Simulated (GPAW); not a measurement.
The system is GaN.

```
Ga N
1.0
     3.18000    0.00000    0.00000
    -1.59000    2.75396    0.00000
     0.00000    0.00000    5.16600
Ga N
2 2
Direct
  0.66667 0.33333 0.50000
  0.33333 0.66667 0.00000
  0.66667 0.33333 0.87500
  0.33333 0.66667 0.37500
```

Base run:

| Quantity | Value |
| --- | --- |
| Program | GPAW 26.7.0 |
| Functional | LDA |
| Potentials or basis | JTH PAW 2.0, LDA |
| Cutoff | 800 eV |
| Basis | pw |
| k mesh | 7 × 7 × 4 |
| Occupations | fermi-dirac, width 0.05 eV |
| Spin | no spin polarisation |

Its results: band gap on the k mesh 1.97 eV, direct; pressure -4.4 GPa; largest force 0.125 eV/Å.

The run is repeated on the same cell with these changes: potentials or basis from JTH PAW 2.0, LDA to the program's PAW data sets (release 1.2.1) made for this functional; spin from no spin polarisation to spin-orbit coupling, no magnetisation; valence electrons from 36 to 16. What comes out?

Band gap on the k mesh 2.11 eV, direct; pressure 3.3 GPa; largest force 0.169 eV/Å.

Caveats: the program truncates these outside data sets (some runs); spin-orbit coupling was added after a scalar SCF, so levels and gaps hold it while energy, forces, pressure and moments don't (some runs); this program's spin-orbit splittings come out too wide for heavy elements (some runs).

Not every run made on this cell is shown here.
